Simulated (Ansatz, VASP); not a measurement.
# BP: VASP beside Ansatz

Aim: how closely do two programs agree when they are given the same cell, functional and k mesh? The cell is taken from a series of VASP runs on this material, whose earlier steps may have relaxed, scaled or displaced it; both programs get it as it stands.

Program: Ansatz 0.2.0. Level of theory: plane waves, with VASP 6.6.1 beside it; relaxation of cell and atoms at LDA and zone-centre phonons at LDA. Results are calculated unless marked as measured.

## 1. The starting structure

Symmetry: F-43m, No. 216, cubic system. The conventional cell has a = 4.490 Å, b = 4.490 Å, c = 4.490 Å, α = 90.00°, β = 90.00°, γ = 90.00°. B has 4 P at 1.94 Å nearest. P has 4 B at 1.94 Å nearest. Farther neighbours are not listed.

## 2. Ansatz: relaxation of cell and atoms, LDA

Ansatz runs on its default PAW (the set named soft_2) files.

The relaxed volume is the usual yardstick between codes: its relative difference is about their pressure difference at one cell divided by the bulk modulus.

input.yaml

```yaml
crystal:
  lattice:
    - [0.0, 2.2449863378, 2.2449863378]
    - [2.2449863378, 0.0, 2.2449863378]
    - [2.2449863378, 2.2449863378, 0.0]
  atoms:
    - { symbol: B, position: [0.0, 0.0, 0.0] }
    - { symbol: P, position: [0.25, 0.25, 0.25] }
hamiltonian:
  xc: lda
  pseudopotentials: { kind: paw }
kpoints:
  mp_grid: { grid: [10, 10, 10] }
scf:
  occupations: { method: gaussian, width: 0.05 }
relax:
  f_tol: 0.01
  max_steps: 60
  cell: { stress_tol: 0.05 }
output:
  forces: true
  stress: true
```

Run with:

```bash
> ansatz run input.yaml --threads 4 --pin off --max-ram 9216MiB --backend cpu --events-out ev --progress --plain --runs-dir out
```

Numbers of over 12 decimals in the logs are rounded to 6 here.

The program printed:

```text
Engine: ansatz 0.2.0, x86_64-unknown-linux-gnu
Pseudopotentials: kind: paw
Pseudopotential: B, paw, valence charge 3, recommended cutoff 420 eV (normal), B.paw.azcp
Pseudopotential: P, paw, valence charge 5, recommended cutoff 420 eV (normal), P.paw.azcp
Functional definition: SPW92
  exchange = slater_x
  correlation = pw_c
Crystal: 2 atoms, lattice volume = 22.629 Å³
Basis set: ecut = 420 eV, 459 PW (Γ)
Bands: 8, of which v1, the nominal top of the filled ones, is band 4 counted from 1 (3 counted from 0)
Symmetry: 24 space group operations
Space group: F-43m (ITA 216), of the structure as read, at distance tolerance 2.8e-5 Å
k-points: 47 of 1000 (time reversal used)
Non-local potential: B, projectors of the file, l = 0: 2, l = 1: 2, l = 2: 1
Non-local potential: P, projectors of the file, l = 0: 2, l = 1: 2, l = 2: 2
PAW form: soft (Blöchl's): semilocal exchange-correlation on the pseudo side does not see the compensation charge
PAW frozen core: B, regenerated for the run's functional, and the local potential with it (the file was generated under x = pbe(κ = 0.804, μ = 0.219515), c = pbe(β = 0.066725))
PAW frozen core: P, regenerated for the run's functional, and the local potential with it (the file was generated under x = pbe(κ = 0.804, μ = 0.219515), c = pbe(β = 0.066725))
PAW one-centre angular grid: B, 110 points (default); XC on 64 Gauss nodes
PAW one-centre angular grid: P, 110 points (default); XC on 64 Gauss nodes
Initial density: superposition of atomic densities (neutral atoms: chi_scale 0, normalization atom), corrected by the library's trained network
Initial wavefunctions: pseudopotential atomic-orbital guess
Functional: x = slater, c = lda
SCF iter   1: F=—  HF=-876.638785 eV  |F-HF|=—  |Δ(HF+E_count)|=         —  Δρ=5.40e-3  dr2=5.15e-3  ethr=1.77e-3  ⟨swp⟩=6.1  Hψ=3476  notcnv=0
preconditioner: auto → none  [insulator: Δε(μ)=1.140 eV  Ē_g=12.939 eV  σ=0.050 eV  W_gap=1.00  n_scr=0 (ndim 8)  ℏωp=22.1 eV  f_vac=0.000  D(μ)=0.00/eV (n_scr^D=0)  ε∞_Penn≈3.9]
SCF iter   2: F=—  HF=-876.637893 eV  |F-HF|=—  |Δ(HF+E_count)|=   8.92e-4  Δρ=2.42e-3  dr2=8.33e-4  ethr=6.44e-5  ⟨swp⟩=2.0  Hψ=875  notcnv=0
SCF iter   3: F=—  HF=-876.637702 eV  |F-HF|=—  |Δ(HF+E_count)|=   1.90e-4  Δρ=1.09e-3  dr2=1.24e-4  ethr=1.04e-5  ⟨swp⟩=2.1  Hψ=528  notcnv=0
SCF iter   4: F=—  HF=-876.637687 eV  |F-HF|=—  |Δ(HF+E_count)|=   1.49e-5  Δρ=4.04e-4  dr2=1.92e-5  ethr=1.55e-6  ⟨swp⟩=1.0  Hψ=376  notcnv=0
SCF iter   5: F=—  HF=-876.637684 eV  |F-HF|=—  |Δ(HF+E_count)|=   3.34e-6  Δρ=8.01e-5  dr2=1.03e-6  ethr=2.40e-7  ⟨swp⟩=1.0  Hψ=378  notcnv=0
SCF iter   6: F=-876.637684 eV  HF=-876.637684 eV  |F-HF|=2.42e-8  |Δ(HF+E_count)|=   1.66e-7  Δρ=1.12e-5  dr2=3.37e-8  ethr=1.25e-9  ⟨swp⟩=3.0  Hψ=1477  notcnv=0
SCF 1 converged in 6 iterations: F = -876.637684 eV  dr2 = 3.37e-8
  greatest PAW one-centre occupation: 0.772 electrons in one spin orbital (limit 2), on the P atom at site 1 (counted from 0), in its partial waves of l = 0
relax step   1: F+E_penalty+E_count = -876.63768385 eV  Δ(F+E_penalty+E_count) = +0.000e0 eV  max|allowed force component| = 3.331e-16 eV/Å  Δτ_max = 0.0000 Å  P = +0.060 GPa  Ω = 22.629 Å³  (6 SCF iters, dr2 threshold 1.00e-7 eV, accepted)
[...]
relax step   2: F+E_penalty+E_count = -876.63768044 eV  Δ(F+E_penalty+E_count) = +3.411e-6 eV  max|allowed force component| = 7.401e-17 eV/Å  Δτ_max = 0.0000 Å  P = +0.027 GPa  Ω = 22.633 Å³  energy of the carried Pulay correction = -4.530e-6 eV  (3 SCF iters, dr2 threshold 9.02e-9 eV, accepted)
[...]
relax step   3: F+E_penalty+E_count = -876.63768044 eV  Δ(F+E_penalty+E_count) = -2.628e-10 eV  max|allowed force component| = 1.018e-16 eV/Å  Δτ_max = 0.0000 Å  P = +0.027 GPa  Ω = 22.633 Å³  stress off target by 2.65e-2 GPa  SCF on the basis re-selected at this cell (its energy is not comparable with the rows above)  (4 SCF iters)
basis re-selected at this cell: Δ(F+E_penalty+E_count) = -2.628e-10 eV, ΔP = -0.000 GPa vs the last step (what re-selecting the basis moved, of the pressure what is left beyond the Pulay correction that the steps carried, after the strain that the cell walked since its last selection, with what the two solves' SCF thresholds leave and, on support functions, any second-order correction that the steps lacked; it is no  [...]
SCF converged after 4 iterations
Free energy (F): -876.637680 eV
Harris-Foulkes:  -876.637680 eV  (|F-HF|=9.09e-12)
Internal energy: -876.637680 eV  (E = F + TS)
E sigma→0 (E₀):  -876.637680 eV
Fermi energy:    10.065370 eV
--- Per-component energies (eV) ---
  E_band       = 23.248366
  E_kinetic    = 123.644999
  E_local      = -67.888022  (includes V_loc(G=0)·N_el)
  E_nonlocal   = 47.118172
  E_hartree    = 16.580217
  E_xc         = -94.959481
  E_vxc        = -101.259578  (∫ρ·V_xc dr)
  E_paw        = -612.769125  (= ΣΔE_a)
  E_vpaw       = -11.527619  (= ΣTr[D̂ρ^β])
  E_aug_tail   = -0.000000  (compensation charges beyond the density's cutoff)
  E_ewald      = -288.527626
  E_core_change = 0.163186  (= ΣΔE_core)
  E_smearing   = -0.000000  (= −TS)
  E_closure    = 0.000000  (closes the sum)
  Σ components = -876.637680   (vs F -876.637680, Δ=0.00e0)
--- Forces (eV/Å), atoms counted from 1 ---
  atom   1  B      0.00000000    -0.00000000    -0.00000000
  atom   2  P     -0.00000000    -0.00000000    -0.00000000
  max |Σ_I F_I| component: 2.41e-16 eV/Å
--- Stress (GPa, compression-positive) ---
        0.026527      -0.000000       0.000000
       -0.000000       0.026527       0.000000
        0.000000       0.000000       0.026527
  P = ⅓ Tr σ = 0.0265 GPa (0.265 kbar)
--- Relaxed structure (2 steps of the walk, 2 accepted, 1 SCFs on fresh bases) ---
  F+E_penalty+E_count = -876.63768044 eV   max|allowed force component| = 1.018e-16 eV/Å   (the final SCF, on the basis selected at the relaxed cell)
  cell:  # Å, volume = 22.6335 Å³
    - [0, 2.245124, 2.245124]
    - [2.245124, 0, 2.245124]
    - [2.245124, 2.245124, 0]
  atoms:
    - { symbol: B, position: [0, 0, 0] }
    - { symbol: P, position: [0.25, 0.25, 0.25] }
```

It took 0.46 s on 4 threads of AMD EPYC 9R45, shared host; peak memory 0.42 GiB.

## 3. VASP: relaxation of cell and atoms, LDA

The same cell, functional (in two slightly different forms), mesh and smearing now go to VASP, with its own data sets and cutoff.

Lines of VASP's logs that name or quote its potential files are left out, and so is its time.

INCAR

```
SYSTEM = BP
PREC = Accurate
ENCUT = 420
EDIFF = 1E-06
NELM = 100
ISMEAR = 0
SIGMA = 0.05
LREAL = .FALSE.
ALGO = Normal
GGA = CA
NBANDS = 10
LORBIT = 11
LWAVE = .FALSE.
LCHARG = .FALSE.
KPAR = 2
IBRION = 2
NSW = 60
ISIF = 3
EDIFFG = -0.01
```

POSCAR

```
BP
1.0
    0.0000000000      2.2449863378      2.2449863378
    2.2449863378      0.0000000000      2.2449863378
    2.2449863378      2.2449863378      0.0000000000
B P
1 1
Direct
    0.0000000000      0.0000000000      0.0000000000
    0.2500000000      0.2500000000      0.2500000000
```

KPOINTS

```
Automatic mesh
0
Gamma
10 10 10
0 0 0
```

PAW data sets: B and P (LDA family, release 64).

Run with:

```bash
> mpirun -np 2 vasp_std
```

The program printed:

```text
[banner, memory and clock lines left out]
running    2 mpi-ranks, on    1 nodes
 distrk:  each k-point on    1 cores,    2 groups
 distr:  one band on    1 cores,    1 groups

 POSCAR found type information on POSCAR B P
 POSCAR found :  2 types and       2 ions
 LDA part: xc-table for (Slater(with rela. corr.)+CA(PZ))
 , standard interpolation
 POSCAR, INCAR and KPOINTS ok, starting setup
 FFT: planning ... GRIDC
 FFT: planning ... GRID_SOFT
 FFT: planning ... GRID
 WAVECAR not read
 entering main loop
       N       E                     dE             d eps       ncg     rms          rms(c)
DAV:   1     0.340133025065E+01    0.34013E+01   -0.34865E+03   964   0.606E+02
DAV:   2    -0.148818922842E+02   -0.18283E+02   -0.17413E+02  1306   0.999E+01
DAV:   3    -0.152982454063E+02   -0.41635E+00   -0.41553E+00  1170   0.138E+01
DAV:   4    -0.152997732266E+02   -0.15278E-02   -0.15277E-02  1194   0.984E-01
DAV:   5    -0.152997792165E+02   -0.59899E-05   -0.59898E-05  1128   0.534E-02    0.769E+00
DAV:   6    -0.145348127777E+02    0.76497E+00   -0.17810E+00  1044   0.623E+00    0.407E+00
DAV:   7    -0.144119572214E+02    0.12286E+00   -0.29388E-01  1212   0.289E+00    0.130E+00
DAV:   8    -0.143988915185E+02    0.13066E-01   -0.35242E-02  1116   0.104E+00    0.245E-01
DAV:   9    -0.143989200892E+02   -0.28571E-04   -0.73137E-04  1074   0.203E-01    0.162E-01
DAV:  10    -0.143989161432E+02    0.39460E-05   -0.14059E-04  1074   0.704E-02    0.345E-02
DAV:  11    -0.143989180899E+02   -0.19467E-05   -0.59617E-06  1172   0.134E-02    0.378E-02
DAV:  12    -0.143989177562E+02    0.33371E-06   -0.18510E-06   588   0.627E-03
   1 F= -.14398918E+02 E0= -.14398918E+02  d E =-.143989E+02
 curvature:   0.00 expect dE= 0.000E+00 dE for cont linesearch  0.000E+00
 trial: gam= 0.00000 g(F)=  0.120E-49 g(S)=  0.346E-06 ort = 0.000E+00 (trialstep = 0.100E+01)
 search vector abs. value=  0.346E-06
 reached required accuracy - stopping structural energy minimisation
```

From OUTCAR (step 3):

```text
ion  position               nearest neighbor table
   1  0.000  0.000  0.000-   2 1.94   2 1.94   2 1.94   2 1.94
   2  0.250  0.250  0.250-   1 1.94   1 1.94   1 1.94   1 1.94

  LATTYP: Found a face centered cubic cell.
 ALAT       =     4.4899726756

 Subroutine GETGRP returns: Found 24 space group operations
 (whereof 24 operations were pure point group operations)

The static configuration has the point symmetry T_d .

 Found     47 irreducible k-points:

   k-points           NKPTS =     47   k-points in BZ     NKDIM =     47   number of bands    NBANDS=     10

   dimension x,y,z NGX =    24 NGY =   24 NGZ =   24
   dimension x,y,z NGXF=    48 NGYF=   48 NGZF=   48

   ENCUT  =  420.0 eV  30.87 Ry    5.56 a.u.   5.31  5.31  5.31*2*pi/ulx,y,z

   NELECT =       8.0000    total number of electrons

 k-points in reciprocal lattice and weights: Automatic mesh
   0.00000000  0.00000000  0.00000000       0.001
   0.10000000  0.00000000  0.00000000       0.008
   0.20000000  0.00000000  0.00000000       0.008
   0.30000000  0.00000000  0.00000000       0.008
   0.40000000  0.00000000  0.00000000       0.008
   0.50000000  0.00000000  0.00000000       0.004
   0.10000000  0.10000000  0.00000000       0.006
   0.20000000  0.10000000  0.00000000       0.024
   0.30000000  0.10000000  0.00000000       0.024
[...]
-0.30000000  0.40000000  0.20000000       0.024
  -0.30000000  0.50000000  0.20000000       0.012

 average (electrostatic) potential at core
       1 -29.5440       2 -81.8957

 E-fermi :   8.0920

 k-point     1 :       0.0000    0.0000    0.0000
  band No.  band energies     occupation
      1      -7.8830      2.00000
      2       7.7912      2.00000
      3       7.7912      2.00000
      4       7.7912      2.00000
      5      11.2207      0.00000
      6      11.2207      0.00000
      7      11.2207      0.00000
      8      15.6515      0.00000
      9      19.2754      0.00000
    ...

 k-point     2 :       0.1000    0.0000    0.0000
  band No.  band energies     occupation
      1      -7.6983      2.00000
      2       6.4769      2.00000
      3       7.4896      2.00000
      4       7.4896      2.00000
      5      11.6382      0.00000
      6      11.6382      0.00000
      7      11.6791      0.00000
      8      16.1239      0.00000
      9      19.3289      0.00000
    ...

 k-point     3 :       0.2000    0.0000    0.0000
  band No.  band energies     occupation
      1      -7.1508      2.00000
      2       4.0992      2.00000
      3       6.9200      2.00000
      4       6.9200      2.00000
      5      11.9370      0.00000
      6      12.3652      0.00000
      7      12.3652      0.00000
      8      17.1365      0.00000
      9      18.6928      0.00000
    ...

  Total       -0.0021858     -0.0021858     -0.0021858     -0.0000000     -0.0000000      0.0000000
  in kB       -0.1547545     -0.1547545     -0.1547545     -0.0000000     -0.0000000      0.0000000
  external PRESSURE =      -0.1547545 kB  Pullay stress =       0.0000000 kB

  energy-cutoff  :      420.00
  volume of cell :       22.63
      direct lattice vectors                 reciprocal lattice vectors
     0.000000000  2.244986338  2.244986338    -0.222718505  0.222718505  0.222718505
     2.244986338  0.000000000  2.244986338     0.222718505 -0.222718505  0.222718505
     2.244986338  2.244986338  0.000000000     0.222718505  0.222718505 -0.222718505

 POSITION                                       TOTAL-FORCE (eV/Angst)
 -----------------------------------------------------------------------------------
      0.00000      0.00000      0.00000        -0.000000     -0.000000     -0.000000
      1.12249      1.12249      1.12249         0.000000      0.000000      0.000000
 -----------------------------------------------------------------------------------
    total drift:                                0.000000      0.000000      0.000000

  FREE ENERGIE OF THE ION-ELECTRON SYSTEM (eV)
  ---------------------------------------------------
  free  energy   TOTEN  =       -14.3989177562 eV

  energy  without entropy=      -14.3989177562  energy(sigma->0) =      -14.39891776

 reached required accuracy - stopping structural energy minimisation

 total charge
# of ion       s       p       d       tot
------------------------------------------
    1        0.668   1.320   0.000   1.988
    2        0.995   1.602   0.000   2.597
--------------------------------------------------
tot          1.663   2.922   0.000   4.585

[... 3 further parts left out ...]
```

CONTCAR:

```
BP
   1.00000000000000
     0.0000000000000000    2.2449863377999999    2.2449863377999999
     2.2449863377999999    0.0000000000000000    2.2449863377999999
     2.2449863377999999    2.2449863377999999    0.0000000000000000
  B               P
     1     1
Direct
     0.0000000000000000    0.0000000000000000    0.0000000000000000
     0.2500000000000000    0.2500000000000000    0.2500000000000000
```

The run keeps the 24 symmetry operations of its start, so it cannot find a distortion of lower symmetry.

## 4. Comparison

Known differences besides the potentials themselves: the two LDA forms differ slightly; both relaxations stop at a tolerance, which leaves soft axes loose, and VASP keeps its plane-wave basis; VASP's log shows a relativistic correction to its local exchange, Ansatz's none; Ansatz adds a Pulay correction to the stress that steers its cell, VASP none. Total energies have different zeros and are not compared.

Both answers:

```tsv
quantity	Ansatz	VASP	difference
volume (Å³)	22.63	22.63	+0.02 %
edge a after relaxation, in the typed setting (Å)	3.175	3.175	+0.01 %
```

The walks stopped with 0.03 GPa left in Ansatz and -0.02 GPa in VASP; each walk ends within a tolerance, so the volume difference is uncertain by about these residues over the bulk modulus, most in soft cells.

(Continued in part 2 of 2.)

[Lines on the potential files, build, host, timing and source positions are cut from VASP's logs without a mark.]

[Logs are printed without paths, hosts, clocks, repeated set-up lines and the standing remarks that a program may print on its own settings, such as how far it seeks lower states.]

[Hosts, paths, dates, database ids (printed as entryN), source tags and the programs' standing remarks are cut or masked in the printed files.]
